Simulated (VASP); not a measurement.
# SnO (Pmn2_1) in VASP: notebook, part 2 of 2

VASP 6.6.1. The steps go on from the part before.

### Step 3. Single point, PBE+D3(BJ) (strain -0.0200 x Voigt [1, 1, 0, 0, 0, 0], atoms carried along)

Input file INCAR:

```
SYSTEM = SnO
ALGO = Fast
EDIFF = 1E-6
ENCUT = 520
GGA = PE
ISIF = 2
ISMEAR = 0
IVDW = 12
LASPH = .True.
LCHARG = .False.
LREAL = .False.
LWAVE = .False.
NBANDS = 28
NELM = 100
PREC = Accurate
SIGMA = 0.05
```

Input file KPOINTS:

```
k-points
0
Gamma
  8 6 6
  0 0 0
```

Input file POSCAR:

```
SnO
1.0
    3.2879049000      0.0000000000      0.0000000000
    0.0000000000      5.5606219200      0.0000000000
    0.0000000000      0.0000000000      4.2219700000
Sn O
2 2
Direct
    0.0000000000      0.2319090000      0.5131440000
    0.5000000000      0.7680910000      0.0131440000
    0.0000000000      0.8912500000      0.7368570000
    0.5000000000      0.1087500000      0.2368570000
```

Potentials or basis: VASP PAW PBE potentials, release 64 (Sn_d, O).

On the command line:

```bash
$ cat potpaw_PBE.64/Sn_d/POTCAR potpaw_PBE.64/O/POTCAR > POTCAR
$ mpirun -np 1 vasp_std > vasp.out
```

Run time: 2.3 min. Hardware: 1 thread of Intel Xeon Platinum 8259CL at 2.50GHz (Skylake/Cascade Lake), shared host; peak memory 0.28 GiB.

It converged, with:

* Free energy: -23.2478 eV
* Pressure: 2.5 GPa
* Largest force: 0.614 eV/Å
* Band gap on the k mesh: 1.33 eV, indirect (least direct gap 1.90 eV)
* Dispersion energy per atom: -0.214 eV

Forces on the atoms (eV/Å):
```
Sn   0.000  0.594  0.157
Sn   0.000 -0.594  0.157
O    0.000  0.009 -0.157
O    0.000 -0.009 -0.157
```

Stress tensor (GPa, compression positive):
```
2.93 0.00 0.00
0.00 2.91 0.00
0.00 0.00 1.52
```

Levels at points of the mesh, in eV from the valence-band top:
| k point | band 18 | band 19 | band 20 | band 21 | band 22 | band 23 |
| --- | --- | --- | --- | --- | --- | --- |
| (0.00, 0.00, 0.00) | -2.80 | -2.26 | -0.02 | 2.65 | 3.30 | 5.94 |
| (0.50, 0.00, 0.00) | -2.81 | -1.23 | -1.23 | 2.57 | 2.57 | 5.68 |
| (0.00, 0.50, 0.00) | -2.83 | -1.72 | -1.48 | 3.34 | 3.93 | 4.83 |
| (0.50, 0.50, 0.00) | -2.89 | -0.87 | -0.87 | 1.90 | 1.90 | 6.42 |
| (0.00, 0.00, 0.50) | -3.37 | -1.82 | -1.82 | 2.85 | 2.85 | 5.34 |
| (0.50, 0.00, 0.50) | -3.29 | -1.08 | -1.08 | 2.07 | 2.07 | 4.72 |
| (0.00, 0.50, 0.50) | -3.11 | -1.58 | -1.58 | 1.98 | 1.98 | 6.24 |
| (0.50, 0.50, 0.50) | -3.59 | -0.40 | -0.40 | 2.37 | 2.37 | 4.32 |

Caveat: spin-orbit coupling is left out, which moves the levels of the heavy elements. A k mesh can miss the band edges.

### Step 4. Single point, PBE+D3(BJ) (strain -0.0100 x Voigt [1, 1, 0, 0, 0, 0], atoms carried along)

Input file INCAR:

```
PREC = Accurate
ENCUT = 520
EDIFF = 1E-6
ISMEAR = 0
SIGMA = 0.05
LREAL = False
LASPH = True
NELM = 100
ALGO = Fast
ISIF = 2
LWAVE = False
LCHARG = False
GGA = PE
IVDW = 12
NBANDS = 28
```

Input file KPOINTS:

```
Automatic mesh
0
Gamma
  8 6 6
```

POSCAR: that of step 3 with these lines changed.

```diff
@@ -2,4 +2,4 @@
 1.0
-    3.2879049000      0.0000000000      0.0000000000
-    0.0000000000      5.5606219200      0.0000000000
+    3.3214549500      0.0000000000      0.0000000000
+    0.0000000000      5.6173629600      0.0000000000
     0.0000000000      0.0000000000      4.2219700000
```

Potentials or basis: VASP PAW PBE potentials, release 64 (Sn_d, O).

On the command line:

```bash
$ cat potpaw_PBE.64/Sn_d/POTCAR potpaw_PBE.64/O/POTCAR > POTCAR
$ mpirun -np 1 vasp_std > vasp.out
```

OUTCAR:

```text
PREC = Accurate
   ENCUT = 520
   EDIFF = 1E-6
   ISMEAR = 0
   LREAL = False
   LASPH = True
   NELM = 100
   ISIF = 2
   GGA = PE
   IVDW = 12
 IVDW          = 12

 ion  position               nearest neighbor table
   1  0.000  0.232  0.513-   3 2.13   4 2.14   4 2.14   2 3.74   2 3.74   2 3.74   2 3.74
   2  0.500  0.768  0.013-   4 2.13   3 2.14   3 2.14   1 3.74   1 3.74   1 3.74   1 3.74
   3  0.000  0.891  0.737-   1 2.13   2 2.14   2 2.14
   4  0.500  0.109  0.237-   2 2.13   1 2.14   1 2.14

[... 952 lines left out ...]

  FORCE on cell =-STRESS in cart. coord.  units (eV):
  Direction    XX          YY          ZZ          XY          YZ          ZX
  --------------------------------------------------------------------------------------
  -------------------------------------------------------------------------------------
  Total       0.30980     0.40382    -0.00509     0.00000     0.00000     0.00000
  in kB       6.30119     8.21342    -0.10344     0.00000     0.00000     0.00000
  external pressure =        4.80 kB  Pullay stress =        0.00 kB

 VOLUME and BASIS-vectors are now :
 -----------------------------------------------------------------------------
  energy-cutoff  :      520.00
  volume of cell :       78.77
      direct lattice vectors                 reciprocal lattice vectors
     3.321454950  0.000000000  0.000000000     0.301072878  0.000000000  0.000000000
     0.000000000  5.617362960  0.000000000     0.000000000  0.178019474  0.000000000
     0.000000000  0.000000000  4.221970000     0.000000000  0.000000000  0.236856254

 POSITION                                       TOTAL-FORCE (eV/Angst)
 -----------------------------------------------------------------------------------
      0.00000      1.30272      2.16648         0.000000      0.271633      0.077751
      1.66073      4.31465      0.05549         0.000000     -0.271633      0.077751
      0.00000      5.00647      3.11099         0.000000      0.038666     -0.077751
      1.66073      0.61089      1.00000         0.000000     -0.038666     -0.077751
 -----------------------------------------------------------------------------------
    total drift:                                0.000000      0.000000     -0.000261

  FREE ENERGIE OF THE ION-ELECTRON SYSTEM (eV)
  ---------------------------------------------------
  free  energy   TOTEN  =       -23.2675009029 eV

  energy  without entropy=      -23.2675009029  energy(sigma->0) =      -23.26750090
```

OSZICAR:

```text
N       E                     dE             d eps       ncg     rms          rms(c)
DAV:   1     0.436322911900E+03    0.43632E+03   -0.20423E+04  4572   0.213E+03
DAV:   2     0.424588905435E+02   -0.39386E+03   -0.37837E+03  4644   0.539E+02
DAV:   3    -0.231209301401E+02   -0.65580E+02   -0.64489E+02  5184   0.187E+02
DAV:   4    -0.263008621238E+02   -0.31799E+01   -0.31641E+01  5220   0.445E+01
DAV:   5    -0.263787268686E+02   -0.77865E-01   -0.77853E-01  4940   0.752E+00    0.120E+01
RMM:   6    -0.226205250206E+02    0.37582E+01   -0.11265E+01  5720   0.162E+01    0.486E+00
RMM:   7    -0.224519982484E+02    0.16853E+00   -0.85927E-01  5924   0.689E+00    0.255E+00
RMM:   8    -0.224404492468E+02    0.11549E-01   -0.30045E-01  6131   0.362E+00    0.921E-01
RMM:   9    -0.224250048919E+02    0.15444E-01   -0.43280E-02  6288   0.125E+00    0.261E-01
RMM:  10    -0.224263709889E+02   -0.13661E-02   -0.12834E-02  6571   0.673E-01    0.133E-01
RMM:  11    -0.224265768751E+02   -0.20589E-03   -0.23483E-03  6588   0.350E-01    0.283E-02
RMM:  12    -0.224266530775E+02   -0.76202E-04   -0.95330E-04  6682   0.172E-01    0.267E-02
RMM:  13    -0.224266646082E+02   -0.11531E-04   -0.12995E-04  6901   0.678E-02    0.282E-02
RMM:  14    -0.224266682873E+02   -0.36791E-05   -0.38349E-05  5494   0.283E-02    0.301E-02
RMM:  15    -0.224266691358E+02   -0.84849E-06   -0.28981E-06  4354   0.130E-02
   1 F= -.23267501E+02 E0= -.23267501E+02  d E =-.126382E-12
```

Wall time 2.9 min (1 thread of Intel Xeon Platinum 8259CL at 2.50GHz (Skylake/Cascade Lake), shared host); peak memory 0.29 GiB.

Results:

- Free energy: -23.2675 eV
- Pressure: 0.5 GPa
- Largest force: 0.283 eV/Å
- Band gap on the k mesh: 1.37 eV, indirect (least direct gap 1.97 eV)
- Dispersion energy per atom: -0.210 eV

Forces on the atoms (eV/Å):
```
Sn   0.000  0.272  0.078
Sn   0.000 -0.272  0.078
O    0.000  0.039 -0.078
O    0.000 -0.039 -0.078
```

Caveat: spin-orbit coupling is left out, which moves the levels of the heavy elements.

### Step 5. Overview

| cell | further INCAR settings | gap on the mesh (eV) | pressure (GPa) | largest force (eV/Å) |
| --- | --- | --- | --- | --- |
| strain +0.0050 x Voigt [1, 1, 0, 0, 0, 0], atoms carried along | ALGO = Fast; EDIFF = 1e-07; NBANDS = 28 | 1.41 | -1.9 | 0.18 |
| strain -0.0200 x Voigt [1, 1, 0, 0, 0, 0], atoms carried along | ALGO = Fast; EDIFF = 1e-06; NBANDS = 28 | 1.33 | 2.5 | 0.61 |
| strain -0.0100 x Voigt [1, 1, 0, 0, 0, 0], atoms carried along | ALGO = Fast; EDIFF = 1e-06; NBANDS = 28 | 1.37 | 0.5 | 0.28 |

Alike in all rows: task single point; level PBE+D3(BJ); potentials or basis VASP PAW PBE potentials, release 64 (Sn_d, O); no spin polarisation; k mesh 8 × 6 × 6; cutoff (eV) 520; smearing gaussian 0.05 eV.

Caveats: spin-orbit coupling is left out, which moves the levels of the heavy elements.

Absolute energies hang on the potentials; compare differences alone.
